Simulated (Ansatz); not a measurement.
Rocksalt RbBr, relaxed with r2SCAN, was run in the PAW code Ansatz under altered settings. All numbers are computed, without spin polarisation but where a row says otherwise.

```
Rb Br
1.0
     0.00000    3.46083    3.46083
     3.46083    0.00000    3.46083
     3.46083    3.46083    0.00000
Rb Br
1 1
Direct
  0.00000 0.00000 0.00000
  0.50000 0.50000 0.50000
```

The base run's other keys:
```yaml
kpoints:
  mp_grid: { grid: [4, 4, 4] }
hamiltonian:
  xc: hse06
scf:
  occupations: { method: fixed }
  n_extra_bands: 4
```

It takes 10 iterations with 1639 plane waves at 420 eV and 8 k points, and leaves a mean stress of +0.31 GPa. The gap over this mesh is 5.443 eV. It ran on 4 threads of Arm Neoverse N1, with other jobs on the host.

Outcomes, with energy and stress as changes against the base:

| setting | outcome | ΔF (meV/atom) | Δ mean stress (GPa) | gap on the mesh (eV) | iterations | wall time |
| --- | --- | --- | --- | --- | --- | --- |
| PBE hybrid, exx coeff 0.3, omega 0.5 1/Å | converged | – | 0.0 | 4.996 | 9 | 11 s |
| hamiltonian.xc: wpbeh | converged | – | -0.1 | 5.387 | 10 | 11 s |
| PBE hybrid, exx coeff 0.1, omega 0.2078 1/Å | converged | – | +0.1 | 4.746 | 9 | 10 s |
| PBE hybrid, exx coeff 0.1, omega 0.1 1/Å | converged | – | +0.1 | 4.881 | 9 | 9.9 s |
| kpoints.mp_grid.grid: [2, 2, 2] | converged | +27 | +0.3 | 5.446 | 10 | 3.8 s |

A dash marks a value that wasn't obtained or can't be compared. Stress is positive in compression. The base took 10 s.

- PBE hybrid, exx coeff 0.3, omega 0.5 1/Å. That is 30 % exact exchange, screened with ω = 0.5 1/Å, against HSE06's 25 % screened at 0.208 1/Å. The mean stress moves by 0.0 GPa and the gap on the mesh by -0.447 eV (to 4.996). Totals of different functionals aren't comparable.
- PBE hybrid, exx coeff 0.1, omega 0.2078 1/Å. That is 10 % exact exchange, screened with ω = 0.2078 1/Å, against HSE06's 25 % screened at 0.208 1/Å. The mean stress moves by +0.1 GPa and the gap on the mesh by -0.697 eV (to 4.746). Totals of different functionals aren't comparable.
- PBE hybrid, exx coeff 0.1, omega 0.1 1/Å. That is 10 % exact exchange, screened with ω = 0.1 1/Å, against HSE06's 25 % screened at 0.208 1/Å. The mean stress moves by +0.1 GPa and the gap on the mesh by -0.562 eV (to 4.881). Totals of different functionals aren't comparable. The program warns that on this mesh the truncation of the exchange isn't bounded, so part of the change can be an error of the mesh.
- kpoints.mp_grid.grid: [2, 2, 2]. The free energy moves by +27 meV an atom, the mean stress by +0.3 GPa and the gap on the mesh by +0.003 eV (to 5.446). The mesh is too coarse.

Spin-orbit coupling is left out.

The program warns that its thresholds are loose for a hybrid's stress.

The meshes of the hybrids are coarse, so their gaps aren't converged to the digits shown.
